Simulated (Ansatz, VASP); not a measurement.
One calculation of Sn, two programs

```
Sn
1.0
     2.62174   -2.46272    0.00000
     2.62174    2.46272    0.00000
     0.00000    0.00000    8.42768
Sn
4
Cartesian
  2.6217 -1.2299 1.0706
  2.6217 -1.2328 5.2844
  2.6217 1.2299 7.3571
  2.6217 1.2328 3.1433
```

Alike in both runs: functional PBE; k mesh 4 × 4 × 2; occupations gaussian, width 0.1 eV; no spin polarisation.

Ansatz relaxed the structure, and its values are those at the end. VASP's run is a single point on that final structure, the one shown.

|  | VASP | Ansatz |
| --- | --- | --- |
| version | VASP 6.6.1 | Ansatz 0.2.0 |
| potentials or method | VASP PAW PBE potentials, release 64 (Sn_d) | scalar-relativistic, plane waves, PAW |
| plane-wave cutoff (eV) | 520 | 420 |
| valence electrons in the cell | 56 | 56 |

|  | VASP | Ansatz | Ansatz less VASP |
| --- | --- | --- | --- |
| gap on the k mesh at the Fermi level (eV) | none | none | - |
| pressure (GPa) | -0.1 | 0.0 | +0.06 |
| rms of the force components (eV/Å) | 0.013 | 0.013 | +0.0002 |

A gap of «none» marks a metal or a gap that the smearing closes. The functional is the same, so the differences come from potentials, cutoffs and numerics.

Caveats: the k mesh is coarse (spacing up to 0.44 Å⁻¹), so the values aren't converged.
